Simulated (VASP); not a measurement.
**P under changes of volume**

One of the cells (20.867 Å³/atom); the others are scaled copies at fixed shape and fractional positions:

```
P
1.0
     1.65866   -5.50123    0.00000
     1.65866    5.50123    0.00000
     0.00000    0.00000    4.57373
P
4
Direct
  0.90414 0.09586 0.58882
  0.09586 0.90414 0.41118
  0.59586 0.40414 0.08882
  0.40414 0.59586 0.91118
```

* Program: VASP 6.6.1
* Functional: PBE
* Potentials or basis: VASP PAW PBE potentials, release 64 (P)
* Cutoff: 520 eV
* k mesh: 8 × 8 × 6
* Occupations: fermi-dirac, width 0.05 eV
* Spin: no spin polarisation

```tsv
volume (Å³/atom)	energy over the lowest point (meV/atom)	pressure (GPa)	gap on the mesh (eV)	largest force (eV/Å)
19.230	35.20	7.1	0.02	0.853
19.639	19.58	5.1	0.05	0.647
20.049	8.82	3.3	0.08	0.458
20.867	0.00	0.2	0.15	0.148
21.276	1.11	-1.1	0.19	0.123
21.685	?	?	?	?
```

**Question.** What does the run at 21.685 Å³/atom give?

**Answer.** Energy over the lowest point 5.41 meV/atom; pressure -2.3 GPa; gap on the mesh 0.23 eV; largest force 0.228 eV/Å.

Worked out: A Birch-Murnaghan fit of order 3 (a polynomial in V^(-2/3)) to the other rows has its minimum at 20.94 Å³/atom with B0 = V·E''(V) = 70 GPa and B' = 4.3 at fixed shape and positions, which overstates the stiffness. It gives 5.40 meV/atom at 21.685 Å³/atom, against the run's 5.41, and -dE/dV = -2.3 GPa, against -2.3.

Energies are extrapolated to zero smearing.

A mesh can miss the band edges.
